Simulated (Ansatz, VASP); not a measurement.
## Ta (Ta wire along [111], 19 atoms a period): VASP beside Ansatz

One calculation is typed for both programs; each brings its own data sets. How far apart do they land? The structure shown is the start of the Ansatz relaxation below; VASP solves that cell, so the two are compared at the walk's first step.

Calculated with Ansatz 0.2.0; plane waves, with VASP 6.6.1 beside it; single point at PBE.

## (1) The structure

The cell holds 19 atoms: 19 Ta. Cell: a = 16.190 Å, b = 17.643 Å, c = 2.875 Å, α = 90.0°, β = 90.0°, γ = 90.0°. Vacuum lies along a and b. The structure's axis is c.

## (2) Ansatz: relaxation, PBE

Ansatz runs on its PAW soft_1 files.

The two programs are compared at the cell with which this relaxation starts, whose forces are those of its first step.

Contents of input.yaml:

```yaml
crystal:
  lattice:
    - [16.19, 0.0, 0.0]
    - [0.0, 17.643, 0.0]
    - [0.0, 0.0, 2.8752043406]
  atoms:
    - { symbol: Ta, position: [0.210006177, 0.500002114, 0.0] }
    - { symbol: Ta, position: [0.355008926, 0.730470457, 0.0] }
    - { symbol: Ta, position: [0.500011676, 0.500002114, 0.0] }
    - { symbol: Ta, position: [0.645014425, 0.730470457, 0.0] }
    - { symbol: Ta, position: [0.210006177, 0.653647676, 0.333333333] }
    - { symbol: Ta, position: [0.355008926, 0.423179333, 0.333333333] }
    - { symbol: Ta, position: [0.500011676, 0.19271099, 0.333333333] }
    - { symbol: Ta, position: [0.500011676, 0.653647676, 0.333333333] }
    - { symbol: Ta, position: [0.645014425, 0.423179333, 0.333333333] }
    - { symbol: Ta, position: [0.790017174, 0.653647676, 0.333333333] }
    - { symbol: Ta, position: [0.210006177, 0.346356552, 0.666666667] }
    - { symbol: Ta, position: [0.355008926, 0.576824895, 0.666666667] }
    - { symbol: Ta, position: [0.500011676, 0.346356552, 0.666666667] }
    - { symbol: Ta, position: [0.500011676, 0.807293238, 0.666666667] }
    - { symbol: Ta, position: [0.645014425, 0.576824895, 0.666666667] }
    - { symbol: Ta, position: [0.790017174, 0.346356552, 0.666666667] }
    - { symbol: Ta, position: [0.355008926, 0.269533771, 0.0] }
    - { symbol: Ta, position: [0.645014425, 0.269533771, 0.0] }
    - { symbol: Ta, position: [0.790017174, 0.500002114, 0.0] }
kpoints:
  mp_grid: { grid: [1, 1, 28] }
scf:
  occupations: { method: fermi_dirac, width: 0.05 }
hamiltonian:
  xc: pbe
  pseudopotentials: { kind: paw, azcp: { folder: soft_1 } }
relax:
  cell: { fix: [a, b, alpha, beta, gamma] }
  max_steps: 45
  f_tol: 0.03
```

Launch:

```console
$ ansatz run input.yaml --threads 4 --pin off --max-ram 16384MiB --backend cpu --events-out ev --progress --plain --runs-dir out
```

Numbers of over 12 decimals in the logs are rounded to 6 here.

The program printed:

```text
Engine: ansatz 0.2.0, aarch64-unknown-linux-gnu
Pseudopotentials: kind: paw
Pseudopotential: Ta, paw, valence charge 13, recommended cutoff 420 eV (normal), soft_1/Ta.paw.azcp
Functional definition: PBE
  parameter kappa = 0.804
  parameter beta = 0.066725
  exchange = pbe_x(kappa = kappa, mu = beta*pi^2/3)
  correlation = pbe_c(beta = beta)
Crystal: 19 atoms, lattice volume = 821.274 Å³
Basis set: ecut = 420 eV, 16053 PW (Γ), exchange–correlation on 240×240×40 points (8 copies of the dense FFT grid, shifted against one another)
Bands: 149, of which v1, the nominal top of the filled ones, is band 124 counted from 1 (123 counted from 0)
Symmetry: 4 space group operations
Space group: P2/m (ITA 10), of the structure as read, at distance tolerance 9.4e-5 Å
k-points: 15 of 28
Non-local potential: Ta, projectors of the file, l = 0: 3, l = 1: 2, l = 2: 2, l = 3: 1
PAW form: soft (Blöchl's): semilocal exchange-correlation on the pseudo side does not see the compensation charge
PAW one-centre angular grid: Ta, 590 points (default); XC on 64 Gauss nodes
Initial density: superposition of atomic densities (neutral atoms: chi_scale 0, normalization atom)
Initial wavefunctions: pseudopotential atomic-orbital guess
Functional: x = pbe(κ = 0.804, μ = 0.219515), c = pbe(β = 0.066725)
SCF iter   1: F=—  HF=-188731.349612 eV  |F-HF|=—  |Δ(HF+E_count)|=         —  Δρ=4.60e-2  dr2=2.43e2  ethr=3.10e-3  ⟨swp⟩=10.5  Hψ=10828  notcnv=0  defer=7
preconditioner: auto → LDOS  [metal: Δε(μ)=0.004 eV  Ē_g=4.088 eV  σ=0.050 eV  W_gap=0.02  n_scr=124 (ndim 8)  ℏωp=12.6 eV  f_vac=0.430  D(μ)=24.07/eV (n_scr^D=140)  β→1.0]
SCF iter   2: F=—  HF=-188719.631458 eV  |F-HF|=—  |Δ(HF+E_count)|=    1.17e1  Δρ=3.98e-2  dr2=1.54e2  ethr=3.10e-3  ⟨swp⟩=5.8  Hψ=6514  notcnv=0  defer=91
SCF iter   3: F=—  HF=-188713.740118 eV  |F-HF|=—  |Δ(HF+E_count)|=    5.89e0  Δρ=1.16e-2  dr2=2.06e1  ethr=3.10e-3  ⟨swp⟩=4.8  Hψ=5431  notcnv=0  defer=52
SCF iter   4: F=—  HF=-188712.865277 eV  |F-HF|=—  |Δ(HF+E_count)|=   8.75e-1  Δρ=3.61e-3  dr2=1.43e0  ethr=3.10e-3  ⟨swp⟩=2.3  Hψ=2745  notcnv=0  defer=55
SCF iter   5: F=—  HF=-188712.784846 eV  |F-HF|=—  |Δ(HF+E_count)|=   8.04e-2  Δρ=1.24e-3  dr2=6.25e-2  ethr=5.79e-4  ⟨swp⟩=2.8  Hψ=3371  notcnv=0  defer=75
SCF iter   6: F=—  HF=-188712.784593 eV  |F-HF|=—  |Δ(HF+E_count)|=   2.53e-4  Δρ=3.88e-4  dr2=4.59e-3  ethr=2.53e-5  ⟨swp⟩=2.1  Hψ=3057  notcnv=0  defer=75
SCF iter   7: F=—  HF=-188712.784492 eV  |F-HF|=—  |Δ(HF+E_count)|=   1.01e-4  Δρ=1.18e-4  dr2=1.12e-3  ethr=1.86e-6  ⟨swp⟩=2.0  Hψ=2964  notcnv=0  defer=75
SCF iter   8: F=—  HF=-188712.784480 eV  |F-HF|=—  |Δ(HF+E_count)|=   1.14e-5  Δρ=4.78e-5  dr2=8.54e-5  ethr=4.55e-7  ⟨swp⟩=2.0  Hψ=2638  notcnv=0  defer=75
SCF iter   9: F=—  HF=-188712.784058 eV  |F-HF|=—  |Δ(HF+E_count)|=   4.22e-4  Δρ=1.28e-5  dr2=3.70e-6  ethr=3.46e-8  ⟨swp⟩=2.0  Hψ=3053  notcnv=0  defer=75
SCF iter  10: F=—  HF=-188712.784059 eV  |F-HF|=—  |Δ(HF+E_count)|=   6.84e-7  Δρ=4.95e-6  dr2=8.30e-7  ethr=1.50e-9  ⟨swp⟩=3.4  Hψ=4468  notcnv=0  defer=75
SCF iter  11: F=—  HF=-188712.784059 eV  |F-HF|=—  |Δ(HF+E_count)|=   1.15e-7  Δρ=1.86e-6  dr2=1.01e-7  ethr=3.36e-10  ⟨swp⟩=2.2  Hψ=2907  notcnv=0  defer=75
SCF iter  12: F=-188712.784059 eV  HF=-188712.784059 eV  |F-HF|=4.39e-9  |Δ(HF+E_count)|=   1.70e-8  Δρ=6.00e-7  dr2=9.87e-9  ethr=4.05e-11  ⟨swp⟩=4.7  Hψ=6543  notcnv=0
SCF 1 converged in 12 iterations: F = -188712.784059 eV  dr2 = 9.87e-9
  greatest PAW one-centre occupation: 0.999 electrons in one spin orbital (limit 2), on the Ta atom at site 2 (counted from 0), in its partial waves of l = 0
relax step   1: F+E_penalty+E_count = -188712.78405930 eV  Δ(F+E_penalty+E_count) = +0.000e0 eV  max|allowed force component| = 1.507e0 eV/Å  Δτ_max = 0.0000 Å  P = -5.299 GPa  Ω = 821.274 Å³  fix = [a, b, alpha, beta, gamma]  reactions: a -4.892, b -4.869 GPa; alpha +0.008 GPa/rad  (12 SCF iters, dr2 threshold 1.00e-7 eV, accepted)
[...]
relax step   5: F+E_penalty+E_count = -188714.10328080 eV  Δ(F+E_penalty+E_count) = -3.376e-3 eV  max|allowed force component| = 5.084e-2 eV/Å  Δτ_max = 0.0363 Å  P = -0.131 GPa  Ω = 797.615 Å³  energy of the carried Pulay correction = +2.115e-3 eV  fix = [a, b, alpha, beta, gamma]  reactions: a -0.215, b -0.162 GPa; alpha -0.007 GPa/rad  (6 SCF iters, dr2 threshold 7.29e-7 eV, accepted)
[...]
relax step   6: F+E_penalty+E_count = -188714.10827308 eV  Δ(F+E_penalty+E_count) = -4.992e-3 eV  max|allowed force component| = 1.372e-2 eV/Å  Δτ_max = 0.0259 Å  P = -0.048 GPa  Ω = 797.738 Å³  energy of the carried Pulay correction = +2.104e-3 eV  fix = [a, b, alpha, beta, gamma]  reactions: a -0.120, b -0.068 GPa; alpha +0.000 GPa/rad  (7 SCF iters, dr2 threshold 1.62e-7 eV, accepted)
[...]
relax step   7: F+E_penalty+E_count = -188714.10623522 eV  Δ(F+E_penalty+E_count) = +2.038e-3 eV  max|allowed force component| = 1.365e-2 eV/Å  Δτ_max = 0.0000 Å  P = -0.048 GPa  Ω = 797.738 Å³  fix = [a, b, alpha, beta, gamma]  reactions: a -0.118, b -0.067 GPa; alpha +0.000 GPa/rad  stress off target by 4.06e-2 GPa on what of the cell is left free  SCF on the basis re-selected at this cell (its energy is not comparable with the rows above)  (7 SCF iters)
basis re-selected at this cell: Δ(F+E_penalty+E_count) = +2.038e-3 eV, ΔP = +0.000 GPa vs the last step (what re-selecting the basis moved, of the pressure what is left beyond the Pulay correction that the steps carried, after the strain that the cell walked since its last selection, with what the two solves' SCF thresholds leave and, on support functions, any second-order correction that the steps lacked; it is no m [...]
SCF converged after 7 iterations
Free energy (F): -188714.106235 eV
Harris-Foulkes:  -188714.106235 eV  (|F-HF|=8.73e-11)
Internal energy: -188713.871733 eV  (E = F + TS)
E sigma→0 (E₀):  -188713.988984 eV
Entropy (-TS):   -0.234502 eV (-12.342 meV/atom)
Fermi energy:    5.811791 eV
--- Per-component energies (eV) ---
  E_band       = -5171.318388
  E_kinetic    = 7474.548778
  E_local      = -119361.183889  (includes V_loc(G=0)·N_el)
  E_nonlocal   = -207.291453
  E_hartree    = 56649.145923
  E_xc         = -6089.915770
  E_vxc        = -4420.270056  (∫ρ·V_xc dr)
  E_paw        = -157786.629583  (= ΣΔE_a)
  E_vpaw       = -1955.415086  (= ΣTr[D̂ρ^β])
  E_aug_tail   = 0.001791  (compensation charges beyond the density's cutoff)
  E_ewald      = 30607.452469
  E_smearing   = -0.234502  (= −TS)
  E_closure    = 0.000000  (closes the sum)
  Σ components = -188714.106235   (vs F -188714.106235, Δ=0.00e0)
--- Forces (eV/Å), atoms counted from 1 ---
  atom   1  Ta    -0.00291430     0.00000000     0.00000000
  atom   2  Ta    -0.00421030     0.00025040     0.00084078
  atom   3  Ta     0.00000000     0.00000000     0.00000000
  atom   4  Ta     0.00421030     0.00025040     0.00084078
  atom   5  Ta     0.01251167    -0.00634718     0.00062472
  atom   6  Ta     0.00045993    -0.00169793     0.00119218
  atom   7  Ta     0.00000000     0.01364833     0.00272478
  atom   8  Ta     0.00000000     0.00255165     0.00154037
  atom   9  Ta    -0.00045993    -0.00169793     0.00119218
  atom  10  Ta    -0.01251167    -0.00634718     0.00062472
  atom  11  Ta     0.01251167     0.00634718    -0.00062472
  atom  12  Ta     0.00045993     0.00169793    -0.00119218
  atom  13  Ta     0.00000000    -0.00255165    -0.00154037
  atom  14  Ta     0.00000000    -0.01364833    -0.00272478
  atom  15  Ta    -0.00045993     0.00169793    -0.00119218
  atom  16  Ta    -0.01251167     0.00634718    -0.00062472
  atom  17  Ta    -0.00421030    -0.00025040    -0.00084078
  atom  18  Ta     0.00421030    -0.00025040    -0.00084078
  atom  19  Ta     0.00291430     0.00000000     0.00000000
  max |Σ_I F_I| component: 8.67e-19 eV/Å
--- Stress (GPa, compression-positive) ---
       -0.118378       0.000000       0.000000
        0.000000      -0.067095      -0.000464
        0.000000      -0.000464       0.040626
  P = ⅓ Tr σ = -0.0483 GPa (-0.483 kbar)
--- Relaxed structure (6 steps of the walk, 6 accepted, 1 SCFs on fresh bases) ---
  F+E_penalty+E_count = -188714.10623522 eV   max|allowed force component| = 1.365e-2 eV/Å   (the final SCF, on the basis selected at the relaxed cell)
  cell:  # Å, volume = 797.7377 Å³
    - [16.19, 0.0, 0.0]
    - [0.0, 17.643, 0]
    - [0.0, 0, 2.792807]
  atoms:
    - { symbol: Ta, position: [0.212675, 0.500000, -1.5281946747691608e-19] }
    - { symbol: Ta, position: [0.356523, 0.727994, -0.000389586] }
    - { symbol: Ta, position: [0.500012, 0.500000, -1.5281946747691608e-19] }
    - { symbol: Ta, position: [0.643501, 0.727994, -0.000389586] }
    - { symbol: Ta, position: [0.219277, 0.648593, 0.320060] }
    - { symbol: Ta, position: [0.356310, 0.423981, 0.333864] }
    - { symbol: Ta, position: [0.500012, 0.202769, 0.318990] }
    - { symbol: Ta, position: [0.500012, 0.652086, 0.333886] }
    - { symbol: Ta, position: [0.643713, 0.423981, 0.333864] }
    - { symbol: Ta, position: [0.780746, 0.648593, 0.320060] }
    - { symbol: Ta, position: [0.219277, 0.351407, 0.679940] }
    - { symbol: Ta, position: [0.356310, 0.576019, 0.666136] }
    - { symbol: Ta, position: [0.500012, 0.347914, 0.666114] }
    - { symbol: Ta, position: [0.500012, 0.797231, 0.681010] }
    - { symbol: Ta, position: [0.643713, 0.576019, 0.666136] }
    - { symbol: Ta, position: [0.780746, 0.351407, 0.679940] }
    - { symbol: Ta, position: [0.356523, 0.272006, 0.000389586] }
    - { symbol: Ta, position: [0.643501, 0.272006, 0.000389586] }
    - { symbol: Ta, position: [0.787348, 0.500000, -1.5281946747691608e-19] }
```

The column dr2 measures how far the density is from self-consistency, as an energy; F and HF (Harris–Foulkes) agree once it is small.

(Part 1 of 2 ends here.)

[Lines on the potential files, build, host, timing and source positions are cut from VASP's logs without a mark.]

[Logs are printed without paths, hosts, clocks, repeated set-up lines and the standing remarks that a program may print on its own settings, such as how far it seeks lower states.]

[Hosts, paths, dates, database ids (printed as entryN), source tags and the programs' standing remarks are cut or masked in the printed files.]
